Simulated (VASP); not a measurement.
Runs of VASP 6.6.1 on TePb. All rows change the cell; the cell of one of them follows. It takes space group Fm-3m (No. 225, cubic). The conventional cell has a = 6.255 Å, b = 6.255 Å, c = 6.255 Å, α = 90.00°, β = 90.00°, γ = 90.00°. Te (site symmetry m-3m) has 6 Pb at 3.13 Å as nearest neighbours. Pb (site symmetry m-3m) has 6 Te at 3.13 Å as nearest neighbours. 

```tsv
cell	gap on the mesh (eV)	pressure (GPa)
atoms relaxed from: a relaxed cell with its volume scaled by 0.94	0.41	3.5
atoms relaxed from: a relaxed cell with its volume scaled by 0.96	(a)	2.2
atoms relaxed from: a relaxed cell with its volume scaled by 1.06	(b)	-2.5
atoms relaxed from: a relaxed cell with its volume scaled by 1.04	0.64	-1.8
atoms relaxed from: a relaxed cell with its volume scaled by 1.02	0.60	-0.9
```

Alike in all rows: task relaxation of the atoms; level LDA; potentials or basis VASP PAW LDA potentials, release 64 (Te, Pb_d); no spin polarisation; k mesh 8 × 8 × 8; cutoff (eV) 600; smearing gaussian 0.03 eV.

Q: Fill in the values left out.

A: (a) 0.46; (b) 0.68.

Caveats: the relaxation stopped at its first step, so nothing moved; spin-orbit coupling is left out, which as a rule narrows the gap of such compounds by several tenths of an eV.

A k mesh can miss the band edges, and the runs leave out spin-orbit coupling on Pb, Te.
